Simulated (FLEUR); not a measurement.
## Sr: equation of state with SCAN

The system is Sr.

```xyz
1
Lattice="0.0000 3.0423 3.0423 3.0423 0.0000 3.0423 3.0423 3.0423 0.0000" Properties=species:S:1:pos:R:3 pbc="T T T"
Sr    0.0000    0.0000    0.0000
```

| Property | Result |
| --- | --- |
| Program | FLEUR MaX-R8.1 (later development tree) |
| Task | equation of state |
| Functional | SCAN |
| Potentials or basis | all-electron |
| Basis | FLAPW |
| Kmax | 4.1 1/bohr |
| k mesh | 8 × 8 × 8 |
| Occupations | fermi-dirac, width 0.05 eV |
| Spin | no spin polarisation |

```json
{
  "Equilibrium volume": "56.05 Å³/atom",
  "Bulk modulus": "11.6 GPa"
}
```

Energy against volume, from the lowest point:
| volume (Å³/atom) | energy (meV/atom) |
| --- | --- |
| 52.940 | 6.75 |
| 54.067 | 2.62 |
| 56.319 | 0.00 |
| 58.572 | 3.82 |
| 59.698 | 7.80 |

Caveat: the meta-GGA is that of a development version, with a GGA for the radial functions and cores and without core tails.
